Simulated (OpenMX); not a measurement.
Runs of OpenMX 3.8.5 on Sb. The structure is trigonal, space group R-3m (No. 166). Conventional cell: a = 4.308 Å, b = 4.308 Å, c = 11.274 Å, α = 90.00°, β = 90.00°, γ = 120.00°. Around Sb (site symmetry 3m) lie 3 Sb at 2.91 Å. 

| task | level | potentials or basis | spin | cell | k mesh | SCF threshold | k mesh for the DOS | optimiser | force threshold | max steps of the ions | gap on the mesh (eV) | moment (μB) | largest force (eV/Å) |
| --- | --- | --- | --- | --- | --- | --- | --- | --- | --- | --- | --- | --- | --- |
| single point | PBE | OpenMX 2013 PBE set, Sb7.0-s3p2d2, grid cutoff 700 Ry | off | atom 1 moved by [0.0143, 0.0083, 0.025] A | 7 × 7 × 7 | 1e-08 Ha | - | - | - | - | 0.31 | - | 0.60 |
| density of states | PBE | OpenMX 2013 PBE set, Sb7.0-s3p2d2, grid cutoff 500 Ry | non-collinear, antiferromagnetic start, SOC | as given | 7 × 7 × 7 | 1e-07 Ha | 9 × 9 × 9 | - | - | - | (b) | 0.00 | 0.45 |
| density of states | PBE+D3 | OpenMX 2013 PBE set, Sb7.0-s3p2d2, grid cutoff 500 Ry | off | atoms moved at random, drawn with an rms of 0.15 Å | 9 × 9 × 9 | 1e-08 Ha | 12 × 12 × 12 | - | - | - | none | - | 1.35 |
| relaxation of the atoms | PBE+D3(BJ) | OpenMX 2013 LDA set, Sb7.0-s3p2d1, grid cutoff 500 Ry | collinear, zero start | atoms relaxed from: atoms moved at random, drawn with an rms of 0.1 Å | 5 × 5 × 5 | 1e-08 Ha | - | BFGS | 1.0e-3 Ha/bohr | 40 | 0.23 | 0.00 | 0.04 |
| single point | PBE+D3 | OpenMX 2013 PBE set, Sb7.0-s3p2d2, grid cutoff 500 Ry | non-collinear, zero start, SOC | volume scaled by 0.92 | 7 × 7 × 7 | 1e-07 Ha | - | - | - | - | 0.09 | 0.00 | 1.01 |
| single point | PBE | OpenMX 2013 PBE set, Sb7.0-s3p2d2, grid cutoff 700 Ry | off | atom 1 moved by [-0.0143, -0.0083, -0.025] A | 7 × 7 × 7 | 1e-08 Ha | - | - | - | - | 0.27 | - | (a) |
| single point | PBE | OpenMX 2013 PBE set, Sb7.0-s3p2d2, grid cutoff 700 Ry | off | as given | 7 × 7 × 7 | 1e-08 Ha | - | - | - | - | 0.33 | - | 0.44 |

Alike in all rows: smearing fermi-dirac 0.05 eV.

Task: Fill in the values left out.

Result: (a) 0.30; (b) 0.28.

Caveats: the basis of atomic orbitals isn't converged, which shifts pressures, moduli and gaps; an odd mesh through Γ misses points on the zone boundary, where band edges often lie (some runs); spin-orbit coupling is left out, which moves the levels of the heavy elements (some runs); total energies with and without spin-orbit coupling shouldn't be compared in this program (some runs); the potentials were made for another functional, which shifts forces and pressure (some runs).

A k mesh can miss the band edges, and rows without SOC leave out spin-orbit coupling on Sb.

A gap of «none» marks a metal or a gap under the smearing width.
